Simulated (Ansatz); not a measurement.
# Sn (bcc)

Method: r²SCAN, scalar-relativistic; no spin polarisation; PAW, 500 eV, 16×16×16 k-mesh, Gaussian smearing of 0.05 eV; code Ansatz. The datasets are Ansatz's generated set soft_2.

```
Sn
1.0
    -1.89244    1.89244    1.89244
     1.89244   -1.89244    1.89244
     1.89244    1.89244   -1.89244
Sn
1
Direct
  0.00000 0.00000 0.00000
```

At room temperature and ambient pressure Sn takes another structure.

**Question.** Which orbitals carry the states at the Fermi level, and how many states are there?

**Answer.** Within 0.1 eV of it: Sn 5p 87 %, Sn 5s 13 % (shares among the projected shells). The density of states at the Fermi level is about 0.56 states/eV per cell, averaged over 0.3 eV.

Density of states (tetrahedra, averaged over 0.5 eV; states/eV per cell of 1 atom; energy in eV from the Fermi level; projections on Löwdin-orthogonalised atomic orbitals, summed over sites):

| E | total | Sn 5p | Sn 5s |
| --- | --- | --- | --- |
| -6.60 | 0.53 | 0.12 | 0.40 |
| -6.10 | 0.48 | 0.10 | 0.38 |
| -5.60 | 0.35 | 0.06 | 0.29 |
| -5.10 | 0.13 | 0.03 | 0.10 |
| -4.60 | 0.12 | 0.07 | 0.06 |
| -4.10 | 0.25 | 0.20 | 0.05 |
| -3.60 | 0.35 | 0.29 | 0.05 |
| -3.10 | 0.50 | 0.42 | 0.07 |
| -2.60 | 0.54 | 0.44 | 0.10 |
| -2.10 | 0.45 | 0.35 | 0.09 |
| -1.60 | 0.47 | 0.37 | 0.09 |
| -1.10 | 0.51 | 0.41 | 0.09 |
| -0.60 | 0.55 | 0.46 | 0.08 |
| -0.10 | 0.56 | 0.47 | 0.07 |
| 0.40 | 0.56 | 0.47 | 0.07 |
| 0.90 | 0.55 | 0.47 | 0.06 |
| 1.40 | 0.56 | 0.47 | 0.06 |
| 1.90 | 0.56 | 0.48 | 0.05 |
| 2.40 | 0.56 | 0.48 | 0.05 |
| 2.90 | 0.58 | 0.49 | 0.05 |
| 3.40 | 0.60 | 0.51 | 0.04 |
| 3.90 | 0.57 | 0.49 | 0.04 |
